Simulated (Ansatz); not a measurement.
Crystal: MnO.

```xyz
2
Lattice="2.9695 0.0000 0.0000 -1.4847 2.5717 0.0000 0.0000 0.0000 2.8981" Properties=species:S:1:pos:R:3 pbc="T T T"
Mn    0.0000    0.0000    0.0000
O     1.4847    0.8572    1.4490
```

Measurements of this composition are mostly on another form, of space group No. 225.

| Quantity | Value |
| --- | --- |
| Program | Ansatz 0.2.0 |
| Task | relaxation of cell and atoms |
| Functional | HF |
| Potentials or basis | Ansatz PAW |
| Cutoff | 420 eV (not typed: the program's choice for these potentials) |
| k mesh | 5 × 5 × 5 |
| Occupations | fermi-dirac, width 0.05 eV |
| Spin | collinear spin, ferromagnetic start |
| Starting moments | [4.0, 0.0] μB |

At the start: volume 11.07 Å³/atom.

Where does the relaxation end?

It ends after 8 steps and the volume is 11.63 Å³/atom (+5.1 %); space group P-6m2 (No. 187, to 0.05 Å); moment 5.00 μB per cell.

The path:
```
step  energy change (eV)  largest force (eV/Å)  volume (Å³)
   1              0.0000                0.0000        22.13
   2             -0.0852                0.0000        22.97
   3             -0.1011                0.0000        22.99
   4             -0.0996                0.0000        23.32
   5             -0.1003                0.0000        23.25
   6             -0.1117                0.0000        23.25
   7             -0.1116                0.0000        23.27
   8             -0.1117                0.0000        23.27
```

Final structure:
```yaml
crystal:
  lattice:
    - [3.08716, 0.00000, 0.00000]
    - [-1.54358, 2.67356, 0.00000]
    - [0.00000, 0.00000, 2.81892]
  atoms:
    - { symbol: Mn, position: [0.00000, 0.00000, 0.00000] }
    - { symbol: O, position: [0.66667, 0.33333, 0.50000] }
```

Caveat: the k mesh is coarse (spacing up to 0.49 Å⁻¹), so the values aren't converged, least of all with exact exchange; the magnetic or orbital state may not be the lowest; the plane-wave basis is chosen anew once the cell has moved, so the energies of steps on either side of that aren't comparable; the pressure holds a Pulay correction of +1.4 GPa for the finite cutoff; a cell with one magnetic atom can't hold antiferromagnetic order, which such compounds often take; the PAW data sets come from PBE, with cores solved anew for the run's functional, which leaves a small shift of forces and pressure.
